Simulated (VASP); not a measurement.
# A vacancy on the Si site in a supercell of CoSi2, part 2 of 5

Aim: the formation energy and local structure of a vacancy on the Si site in CoSi2. The start is a cell from a database of measured crystal structures.

VASP 6.6.1, plane waves and PAW; the level of theory is named at each step.

Still holding for the runs below: A U on the itinerant d states of such a compound is hard to justify; it moves the bands at the Fermi level.

So far. Step 2 (Relaxing the host crystal): The run ended after 3 ionic steps, 0.046 eV below its first step, once forces and stress met EDIFFG = -0.02.

The database entry behind the starting cell differs from later determinations by our own check (0.1 to 0.3 % short, probably kX units), so it need not match the best structure at ambient conditions.

## 3. The perfect supercell

This step: PBEsol, DFT+U (Co d 3 eV), spin-polarised from a ferromagnetic start; plane waves and PAW (Co, Si) (VASP 6.6.1).

System of this step: CoSi2. The structure is cubic, space group Fm-3m (No. 225). The conventional cell has a = 5.275 Å, b = 5.275 Å, c = 5.275 Å, α = 90.00°, β = 90.00°, γ = 90.00°. Nearest to Co lie 8 Si at 2.28 Å. Nearest to Si lie 4 Co at 2.28 Å. Farther neighbours are not listed.

The same cell, mesh and cutoff without the defect give the energy to subtract and, in a gapped host, the band edges to count from, so that most errors cancel.

File INCAR:

```
SYSTEM = CoSi2
PREC = Normal
ENCUT = 300
EDIFF = 1E-05
NELM = 120
ISMEAR = 1
SIGMA = 0.2
LREAL = Auto
ALGO = Fast
GGA = PS
NBANDS = 114
ISPIN = 2
MAGMOM = 2 2 2 2 2 2 2 2 0 0 0 0 0 0 0 0 0 0 0 0 0 0 0 0
LDAU = .TRUE.
LDAUTYPE = 2
LDAUL = 2 -1
LDAUU = 3 0
LDAUJ = 0 0
LDAUPRINT = 1
LASPH = .TRUE.
LMAXMIX = 4
LORBIT = 11
LWAVE = .FALSE.
LCHARG = .FALSE.
KPAR = 4
```

File POSCAR:

```
CoSi2
1.0
    0.0000000000      5.2748974392      5.2748974392
    5.2748974392      0.0000000000      5.2748974392
    5.2748974392      5.2748974392      0.0000000000
Co Si
8 16
Direct
    0.0000000000      0.0000000000      0.0000000000
    0.0000000000      0.0000000000      0.5000000000
    0.0000000000      0.5000000000      0.0000000000
    0.0000000000      0.5000000000      0.5000000000
    0.5000000000      0.0000000000      0.0000000000
    0.5000000000      0.0000000000      0.5000000000
    0.5000000000      0.5000000000      0.0000000000
    0.5000000000      0.5000000000      0.5000000000
    0.3750000000      0.3750000000      0.3750000000
    0.3750000000      0.3750000000      0.8750000000
    0.3750000000      0.8750000000      0.3750000000
    0.3750000000      0.8750000000      0.8750000000
    0.8750000000      0.3750000000      0.3750000000
    0.8750000000      0.3750000000      0.8750000000
    0.8750000000      0.8750000000      0.3750000000
    0.8750000000      0.8750000000      0.8750000000
    0.1250000000      0.1250000000      0.1250000000
    0.1250000000      0.1250000000      0.6250000000
    0.1250000000      0.6250000000      0.1250000000
    0.1250000000      0.6250000000      0.6250000000
    0.6250000000      0.1250000000      0.1250000000
    0.6250000000      0.1250000000      0.6250000000
    0.6250000000      0.6250000000      0.1250000000
    0.6250000000      0.6250000000      0.6250000000
```

File KPOINTS:

```
Automatic mesh
0
Gamma
4 4 4
0 0 0
```

PAW data sets: Co and Si (PBE family, release 64).

Launch:

```sh
$ mpirun -np 4 vasp_std
```

Log:

```text
[banner, memory and clock lines left out]
running    4 mpi-ranks, on    1 nodes
 distrk:  each k-point on    1 cores,    4 groups
 distr:  one band on    1 cores,    1 groups

 POSCAR found type information on POSCAR CoSi
 POSCAR found :  2 types and      24 ions
 [... a notice as in an earlier step ...]

 LDA part: xc-table for (Slater+PW92), standard interpolation
 POSCAR, INCAR and KPOINTS ok, starting setup
 FFT: planning ... GRIDC
 FFT: planning ... GRID_SOFT
 FFT: planning ... GRID
 WAVECAR not read
 entering main loop
       N       E                     dE             d eps       ncg     rms          rms(c)
DAV:   1     0.713827445029E+03    0.71383E+03   -0.36045E+04  3648   0.793E+02
DAV:   2    -0.700305637563E+02   -0.78386E+03   -0.71384E+03  3738   0.232E+02
DAV:   3    -0.148470967845E+03   -0.78440E+02   -0.72649E+02  4108   0.833E+01
DAV:   4    -0.151620486016E+03   -0.31495E+01   -0.31104E+01  4400   0.177E+01
DAV:   5    -0.151715786593E+03   -0.95301E-01   -0.95205E-01  4900   0.279E+00    0.448E+01
RMM:   6    -0.173240709360E+03   -0.21525E+02   -0.13960E+02  4133   0.494E+01    0.419E+01
RMM:   7    -0.147469478651E+03    0.25771E+02   -0.58546E+01  3683   0.320E+01    0.151E+01
RMM:   8    -0.146917825484E+03    0.55165E+00   -0.19418E+00  4026   0.461E+00    0.435E+00
RMM:   9    -0.146946025279E+03   -0.28200E-01   -0.43608E-01  4144   0.193E+00    0.249E+00
RMM:  10    -0.146924915229E+03    0.21110E-01   -0.15829E-01  4294   0.147E+00    0.772E-01
RMM:  11    -0.146931690400E+03   -0.67752E-02   -0.52639E-02  4613   0.508E-01    0.686E-01
RMM:  12    -0.146933401066E+03   -0.17107E-02   -0.86485E-03  4549   0.257E-01    0.236E-01
RMM:  13    -0.146933515144E+03   -0.11408E-03   -0.29545E-03  4498   0.152E-01    0.128E-01
RMM:  14    -0.146933652594E+03   -0.13745E-03   -0.77393E-04  4798   0.749E-02    0.936E-02
RMM:  15    -0.146933658875E+03   -0.62809E-05   -0.14565E-04  4562   0.309E-02    0.598E-02
RMM:  16    -0.146933664770E+03   -0.58953E-05   -0.33436E-05  3329   0.156E-02
   1 F= -.14693366E+03 E0= -.14694555E+03  d E =0.356499E-01  mag=     0.0010
```

Elapsed: 27 s, on 4 MPI ranks of Intel Xeon 6975P-C (Granite Rapids), shared host; peak memory 1.2 GiB; 1.8 min of CPU time.

From OUTCAR (step 3):

```text
  LATTYP: Found a face centered cubic cell.
 ALAT       =    10.5497948784

The static configuration has the point symmetry O_h .

 Found      8 irreducible k-points:

   k-points           NKPTS =      8   k-points in BZ     NKDIM =      8   number of bands    NBANDS=    114

   dimension x,y,z NGX =    32 NGY =   32 NGZ =   32
   dimension x,y,z NGXF=    64 NGYF=   64 NGZF=   64

   ENCUT  =  300.0 eV  22.05 Ry    4.70 a.u.  10.54 10.54 10.54*2*pi/ulx,y,z

   NELECT =     136.0000    total number of electrons

atom =   1  type =  1  l = 2

 onsite density matrix

spin component  1

  0.7511 -0.0000  0.0000 -0.0000  0.0000
 -0.0000  0.7511 -0.0000 -0.0000 -0.0000
  0.0000 -0.0000  0.8275 -0.0000  0.0000
 -0.0000 -0.0000 -0.0000  0.7511 -0.0000
  0.0000 -0.0000  0.0000 -0.0000  0.8275

spin component  2

  0.7512 -0.0000  0.0000 -0.0000  0.0000
 -0.0000  0.7512 -0.0000 -0.0000 -0.0000
  0.0000 -0.0000  0.8276 -0.0000  0.0000
 -0.0000 -0.0000 -0.0000  0.7512 -0.0000
  0.0000 -0.0000  0.0000 -0.0000  0.8276

 occupancies and eigenvectors

  o =  0.7511  v =  0.0000 -0.9729  0.0000 -0.2312 -0.0000  0.0000  0.0000  0.0000  0.0000  0.0000      0.0000  0.0000  0.0000  0.0000  0.0000  0.0000  0.0000  0.0000  0.0000  0.0000
  o =  0.7511  v =  1.0000  0.0000  0.0000  0.0000  0.0000  0.0000  0.0000  0.0000  0.0000  0.0000      0.0000  0.0000  0.0000  0.0000  0.0000  0.0000  0.0000  0.0000  0.0000  0.0000
  o =  0.7511  v =  0.0000  0.2312  0.0000 -0.9729  0.0000  0.0000  0.0000  0.0000  0.0000  0.0000      0.0000  0.0000  0.0000  0.0000  0.0000  0.0000  0.0000  0.0000  0.0000  0.0000
  o =  0.7512  v =  0.0000  0.0000  0.0000  0.0000  0.0000  0.0000  0.9888 -0.0000  0.1492 -0.0000      0.0000  0.0000  0.0000  0.0000  0.0000  0.0000  0.0000  0.0000  0.0000  0.0000
  o =  0.7512  v =  0.0000  0.0000  0.0000  0.0000  0.0000  1.0000  0.0000  0.0000  0.0000  0.0000      0.0000  0.0000  0.0000  0.0000  0.0000  0.0000  0.0000  0.0000  0.0000  0.0000
  o =  0.7512  v =  0.0000  0.0000  0.0000  0.0000  0.0000  0.0000 -0.1492 -0.0000  0.9888 -0.0000      0.0000  0.0000  0.0000  0.0000  0.0000  0.0000  0.0000  0.0000  0.0000  0.0000
  o =  0.8275  v =  0.0000 -0.0000 -0.2281 -0.0000 -0.9736  0.0000  0.0000  0.0000  0.0000  0.0000      0.0000  0.0000  0.0000  0.0000  0.0000  0.0000  0.0000  0.0000  0.0000  0.0000
  o =  0.8275  v =  0.0000  0.0000  0.9736  0.0000 -0.2281  0.0000  0.0000  0.0000  0.0000  0.0000      0.0000  0.0000  0.0000  0.0000  0.0000  0.0000  0.0000  0.0000  0.0000  0.0000
  o =  0.8276  v =  0.0000  0.0000  0.0000  0.0000  0.0000  0.0000 -0.0000  0.0510 -0.0000 -0.9987      0.0000  0.0000  0.0000  0.0000  0.0000  0.0000  0.0000  0.0000  0.0000  0.0000
  o =  0.8276  v =  0.0000  0.0000  0.0000  0.0000  0.0000  0.0000  0.0000  0.9987  0.0000  0.0510      0.0000  0.0000  0.0000  0.0000  0.0000  0.0000  0.0000  0.0000  0.0000  0.0000

atom =   2  type =  1  l = 2

 onsite density matrix

spin component  1

  0.7511 -0.0000  0.0000 -0.0000  0.0000
 -0.0000  0.7511 -0.0000 -0.0000 -0.0000
  0.0000 -0.0000  0.8275 -0.0000  0.0000
 -0.0000 -0.0000 -0.0000  0.7511  0.0000
  0.0000 -0.0000  0.0000  0.0000  0.8275

spin component  2

  0.7512 -0.0000  0.0000 -0.0000  0.0000
 -0.0000  0.7512 -0.0000 -0.0000 -0.0000
  0.0000 -0.0000  0.8276 -0.0000  0.0000
 -0.0000 -0.0000 -0.0000  0.7512  0.0000
  0.0000 -0.0000  0.0000  0.0000  0.8276

 occupancies and eigenvectors

  o =  0.7511  v =  0.0000 -0.0566  0.0000  0.9984  0.0000  0.0000  0.0000  0.0000  0.0000  0.0000      0.0000  0.0000  0.0000  0.0000  0.0000  0.0000  0.0000  0.0000  0.0000  0.0000
  o =  0.7511  v =  0.0000  0.9984  0.0000  0.0566  0.0000  0.0000  0.0000  0.0000  0.0000  0.0000      0.0000  0.0000  0.0000  0.0000  0.0000  0.0000  0.0000  0.0000  0.0000  0.0000
  o =  0.7511  v =  1.0000  0.0000  0.0000  0.0000  0.0000  0.0000  0.0000  0.0000  0.0000  0.0000      0.0000  0.0000  0.0000  0.0000  0.0000  0.0000  0.0000  0.0000  0.0000  0.0000
  o =  0.7512  v =  0.0000  0.0000  0.0000  0.0000  0.0000  0.0000 -0.9258 -0.0000 -0.3780  0.0000      0.0000  0.0000  0.0000  0.0000  0.0000  0.0000  0.0000  0.0000  0.0000  0.0000
  o =  0.7512  v =  0.0000  0.0000  0.0000  0.0000  0.0000  1.0000  0.0000  0.0000  0.0000  0.0000      0.0000  0.0000  0.0000  0.0000  0.0000  0.0000  0.0000  0.0000  0.0000  0.0000
  o =  0.7512  v =  0.0000  0.0000  0.0000  0.0000  0.0000  0.0000 -0.3780 -0.0000  0.9258 -0.0000      0.0000  0.0000  0.0000  0.0000  0.0000  0.0000  0.0000  0.0000  0.0000  0.0000
  o =  0.8275  v =  0.0000 -0.0000 -0.0751 -0.0000  0.9972  0.0000  0.0000  0.0000  0.0000  0.0000      0.0000  0.0000  0.0000  0.0000  0.0000  0.0000  0.0000  0.0000  0.0000  0.0000
  o =  0.8275  v =  0.0000  0.0000 -0.9972  0.0000 -0.0751  0.0000  0.0000  0.0000  0.0000  0.0000      0.0000  0.0000  0.0000  0.0000  0.0000  0.0000  0.0000  0.0000  0.0000  0.0000
  o =  0.8276  v =  0.0000  0.0000  0.0000  0.0000  0.0000  0.0000  0.0000 -0.0672  0.0000  0.9977      0.0000  0.0000  0.0000  0.0000  0.0000  0.0000  0.0000  0.0000  0.0000  0.0000
  o =  0.8276  v =  0.0000  0.0000  0.0000  0.0000  0.0000  0.0000  0.0000 -0.9977 -0.0000 -0.0672      0.0000  0.0000  0.0000  0.0000  0.0000  0.0000  0.0000  0.0000  0.0000  0.0000

atom =   3  type =  1  l = 2

 onsite density matrix

spin component  1

[...]
66       9.5458      1.00000
     67       9.5985      1.00000
     68       9.5985      1.00000
     69      11.8389     -0.00000
     70      11.8389     -0.00000
     71      11.8389     -0.00000
     72      11.8389     -0.00000
     73      12.6234     -0.00000
    ...

 k-point     4 :       0.2500    0.2500    0.0000
  band No.  band energies     occupation
    ...
     61       9.2167      1.00000
     62       9.6412      1.00000
     63       9.6412      1.00000
     64       9.6412      1.00000
     65       9.6412      1.00000
     66      10.5208      0.34912
     67      10.5208      0.34912
     68      10.5208      0.34910
     69      10.5208      0.34906
     70      11.9446     -0.00000
    ...

  Total        0.5145625      0.5145625      0.5145625      0.0000000     -0.0000000      0.0000000
  in kB        2.8085145      2.8085145      2.8085145      0.0000000     -0.0000000      0.0000000
  external PRESSURE =       2.8085145 kB  Pullay stress =       0.0000000 kB

  energy-cutoff  :      300.00
  volume of cell :      293.54
      direct lattice vectors                 reciprocal lattice vectors
     0.000000000  5.274897439  5.274897439    -0.094788573  0.094788573  0.094788573
     5.274897439  0.000000000  5.274897439     0.094788573 -0.094788573  0.094788573
     5.274897439  5.274897439  0.000000000     0.094788573  0.094788573 -0.094788573

 POSITION                                       TOTAL-FORCE (eV/Angst)
 -----------------------------------------------------------------------------------
      0.00000      0.00000      0.00000        -0.000000     -0.000000      0.000000
      2.63745      2.63745      0.00000        -0.000000     -0.000000      0.000000
      2.63745      0.00000      2.63745        -0.000000     -0.000000      0.000000
      5.27490      2.63745      2.63745        -0.000000     -0.000000      0.000000
      0.00000      2.63745      2.63745        -0.000000     -0.000000      0.000000
      2.63745      5.27490      2.63745        -0.000000     -0.000000      0.000000
      2.63745      2.63745      5.27490        -0.000000     -0.000000      0.000000
      5.27490      5.27490      5.27490        -0.000000     -0.000000      0.000000
      3.95617      3.95617      3.95617         0.000000      0.000000     -0.000000
      6.59362      6.59362      3.95617         0.000000      0.000000     -0.000000
      6.59362      3.95617      6.59362         0.000000      0.000000     -0.000000
      9.23107      6.59362      6.59362         0.000000      0.000000     -0.000000
      3.95617      6.59362      6.59362         0.000000      0.000000     -0.000000
      6.59362      9.23107      6.59362         0.000000      0.000000     -0.000000
      6.59362      6.59362      9.23107         0.000000      0.000000     -0.000000
      9.23107      9.23107      9.23107         0.000000      0.000000      0.000000
      1.31872      1.31872      1.31872        -0.000000     -0.000000      0.000000
      3.95617      3.95617      1.31872        -0.000000      0.000000      0.000000
      3.95617      1.31872      3.95617        -0.000000     -0.000000      0.000000
      6.59362      3.95617      3.95617        -0.000000     -0.000000      0.000000
      1.31872      3.95617      3.95617        -0.000000     -0.000000      0.000000
      3.95617      6.59362      3.95617        -0.000000     -0.000000      0.000000
      3.95617      3.95617      6.59362        -0.000000     -0.000000      0.000000
      6.59362      6.59362      6.59362        -0.000000     -0.000000      0.000000
 -----------------------------------------------------------------------------------
    total drift:                                0.000000     -0.000000     -0.000000

  FREE ENERGIE OF THE ION-ELECTRON SYSTEM (eV)
  ---------------------------------------------------
  free  energy   TOTEN  =      -146.9336647699 eV

  energy  without entropy=     -146.9693146971  energy(sigma->0) =     -146.94554808

 total charge
# of ion       s       p       d       tot
------------------------------------------
    1        0.557   0.755   7.772   9.084
    2        0.557   0.755   7.772   9.084
    3        0.557   0.755   7.772   9.084
    4        0.557   0.755   7.772   9.084
    5        0.557   0.755   7.772   9.084
    6        0.557   0.755   7.772   9.084
    7        0.557   0.755   7.772   9.084
    8        0.557   0.755   7.772   9.084
    9        0.717   0.900   0.000   1.617
   10        0.717   0.900   0.000   1.617
   11        0.717   0.900   0.000   1.617
   12        0.717   0.900   0.000   1.617
   13        0.717   0.900   0.000   1.617
   14        0.717   0.900   0.000   1.617
   15        0.717   0.900   0.000   1.617
   16        0.717   0.900   0.000   1.617
   17        0.717   0.900   0.000   1.617
   18        0.717   0.900   0.000   1.617
   19        0.717   0.900   0.000   1.617
   20        0.717   0.900   0.000   1.617
   21        0.717   0.900   0.000   1.617
   22        0.717   0.900   0.000   1.617
   23        0.717   0.900   0.000   1.617
   24        0.717   0.900   0.000   1.617
--------------------------------------------------
tot         15.924  20.437  62.178  98.539

 magnetization (x)
# of ion       s       p       d       tot
------------------------------------------
    1        0.000  -0.000   0.000   0.000
    2        0.000  -0.000   0.000   0.000
    3        0.000  -0.000   0.000   0.000
    4        0.000  -0.000   0.000   0.000
    5        0.000  -0.000   0.000   0.000
    6        0.000  -0.000   0.000   0.000
    7        0.000  -0.000   0.000   0.000
    8        0.000  -0.000   0.000   0.000
    9       -0.000  -0.000   0.000  -0.000
   10       -0.000  -0.000   0.000  -0.000
   11       -0.000  -0.000   0.000  -0.000
   12       -0.000  -0.000   0.000  -0.000
   13       -0.000  -0.000   0.000  -0.000
   14       -0.000  -0.000   0.000  -0.000
   15       -0.000  -0.000   0.000  -0.000
   16       -0.000  -0.000   0.000  -0.000
   17       -0.000  -0.000   0.000  -0.000
   18       -0.000  -0.000   0.000  -0.000
   19       -0.000  -0.000   0.000  -0.000
   20       -0.000  -0.000   0.000  -0.000
   21       -0.000  -0.000   0.000  -0.000
   22       -0.000  -0.000   0.000  -0.000
   23       -0.000  -0.000   0.000  -0.000
   24       -0.000  -0.000   0.000  -0.000
--------------------------------------------------
tot          0.000  -0.000   0.000   0.000

[... 1 part as in an earlier step ...]

[... 11 further parts left out ...]
[key lines of the parts left out:]
E-fermi :  10.4845
```

This step gave:

| Item | Value |
| --- | --- |
| electronic cycles | 16 |
| electrons | 136 |
| free energy (TOTEN) | -146.9337 eV |
| energy at zero smearing | -146.9455 eV |
| Fermi energy | 10.48 eV |
| moment of the cell, from the last line of the log | 0 μB |

The spin moment in the PAW sphere vanishes on all atoms.

The host is treated as a metal, as its relaxation found a gap under 0.3 eV or none, and only the neutral defect is run.

(Part 2 of 5 ends here.)

[Lines on the potential files, build, host, timing and source positions are cut from VASP's logs without a mark.]

[Logs are printed without paths, hosts, clocks, repeated set-up lines and the standing remarks that a program may print on its own settings, such as how far it seeks lower states.]

[Hosts, paths, dates, database ids (printed as entryN), source tags and the programs' standing remarks are cut or masked in the printed files.]

[In band tables of VASP the shares of atoms and orbitals are scaled to a sum of 1 inside the atoms' spheres.]

[Runs that stopped without an error message from VASP are left out.]
